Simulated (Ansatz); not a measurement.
RuS₂: a ladder of calculations

Cell of run 1: a Materials Project structure (computed, not necessarily an observed phase).

```cif
data_RuS2
_symmetry_space_group_name_H-M 'Pa-3'
_symmetry_Int_Tables_number 205
_cell_length_a 5.6306
_cell_length_b 5.6306
_cell_length_c 5.6306
_cell_angle_alpha 90.000
_cell_angle_beta 90.000
_cell_angle_gamma 90.000
loop_
_atom_site_label
_atom_site_type_symbol
_atom_site_symmetry_multiplicity
_atom_site_Wyckoff_symbol
_atom_site_fract_x
_atom_site_fract_y
_atom_site_fract_z
Ru Ru 4 a 0.0000 0.5000 0.5000
S S 8 c 0.3882 0.1118 0.8882
```

One atom of each set is listed.

All runs are DFT with Ansatz 0.2.0 (plane waves and PAW, scalar-relativistic unless spin–orbit coupling is named, Γ-centred meshes, Fermi–Dirac smearing where given) in this cell. Start moments of run 1 as typed (μB): 2 on each Ru, none on the rest.

Run 1: PBE, parallel start moments, atoms as given; 420 eV, 5×5×5 k-points, smearing 0.02 eV.
Run 2: r2SCAN, parallel start moments, atoms as given; 500 eV, 5×5×5 k-points, smearing 0.02 eV.
Run 3: PBEsol, parallel start moments, atoms as given; 420 eV, 5×5×5 k-points, smearing 0.02 eV.
Run 4: PBE, parallel start moments, atoms as given; 550 eV, 5×5×5 k-points, smearing 0.02 eV.

Question: What does each run give, and what moves the gradients most?

Answer: 

```json
{"run": "1", "Ru V_zz (η)": "-4.71 (0.00)", "S V_zz (η)": "14.59 (0.00)"}
{"run": "2", "Ru V_zz (η)": "-4.52 (0.00)", "S V_zz (η)": "15.69 (0.00)"}
{"run": "3", "Ru V_zz (η)": "-4.73 (0.00)", "S V_zz (η)": "14.22 (0.00)"}
{"run": "4", "Ru V_zz (η)": "-4.70 (0.00)", "S V_zz (η)": "14.59 (0.00)"}
```

V_zz in 10²¹ V/m². Against run 1, the gradient tensors on these sites move by at most 1.10 in run 2 (S), 0.37 in run 3 (S), 0.01 in run 4. Taken one at a time, the functional (between the two that differ most) moves the tensors on these sites by up to 1.47 (largest principal value of the change, on S), the cutoff by 0.01.

Without spin–orbit coupling (the program notes it for Ru) the gradients can shift somewhat, as the gap is small. With these PAW files V_zz is typically within 2 to 3 % of all-electron values, but misses above 10 % occur on Ru. In run 2 the program didn't check the stability of the electronic state in full, so a lower one may lie near. In runs 1, 2, 3, 4 the start moments die out. In run 3 the atoms aren't at the calculated equilibrium (largest force 0.31 eV/Å).
